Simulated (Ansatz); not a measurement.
**fluorite-structured PbF₂**

The computed numbers are results of PBEsol, scalar-relativistic (no spin polarisation) in the plane-wave PAW code Ansatz at 420 eV, Γ-centred 10×10×10 mesh. The datasets are Ansatz's generated set soft_2.

```
Pb F
1.0
     0.00000    2.94899    2.94899
     2.94899    0.00000    2.94899
     2.94899    2.94899    0.00000
Pb F
1 2
Direct
  0.00000 0.00000 0.00000
  0.25000 0.25000 0.25000
  0.75000 0.75000 0.75000
```

The start was a prototype's sites filled with these elements; the Crystallography Open Database holds the compound in this structure.

(1) Give the Born effective charges (a third of the trace, site by site).

(2) List the optical modes at the zone centre without the LO–TO term, with degeneracy and infrared intensity.

(3) Where do the optical modes lie for q → 0 along (0.00, 0.00, 1.00), with the long-range field?

Answers:

(1) Pb 3.22; F -1.61 e.

(2) 
```json
{"ω (cm⁻¹)": "110", "degeneracy": "3", "IR intensity ((D/Å)²/u)": "22.32"}
{"ω (cm⁻¹)": "248", "degeneracy": "3", "IR intensity ((D/Å)²/u)": "0.00"}
```

(3) 110 (×2), 248 (×3), 321 cm⁻¹.

An ε∞ of 3.41 means a refractive index of √ε∞ = 1.85 below the gap, far above the lattice modes.

With one infrared-active mode the Lyddane–Sachs–Teller relation ties the modes to the static constant, ε0 = 29.06, which is built from the same mode and Born charges: ω_LO = ω_TO √(ε0/ε∞) = 109.8 × √(29.06/3.41) = 321 cm⁻¹, and the run has a mode at 321 cm⁻¹.

The mean Born charge of Pb is 3.22 against a formal +2. It exceeds the formal charge because moving the ion changes its mixing with the anions' p states, and electrons flow along the bond.

Semilocal functionals make the gap too small and so ε∞ somewhat too large. No spin–orbit coupling, a notable omission for heavy elements.

The large static dielectric constant of PbF₂ is mainly a lattice effect: ε∞ is only 3.41, while ε0 reaches 29.06. Its source is the soft polar mode at 110 cm⁻¹, in which the Pb and F sublattices move against each other. In the transverse mode, long-range dipolar forces offset much of the short-range repulsion. The enhanced Born charges strengthen this offset, probably through mixing of F 2p with empty Pb 6p states, a channel that the alkaline-earth fluorides lack. In the longitudinal mode the macroscopic field instead adds a restoring force, and weak electronic screening leaves that field strong, hence the wide splitting up to 321 cm⁻¹.

The 248 cm⁻¹ mode is the Raman-active one. The two fluoride sublattices move in opposition while Pb stays at rest, so no dipole arises and the long-range field leaves it unshifted. Because the ionic part of ε0 scales with the inverse square of the transverse frequency, it is sensitive to small changes in lattice constant. Real zone-centre modes alone establish neither dynamical stability across the zone nor the fluoride-ion mobility known for this phase.
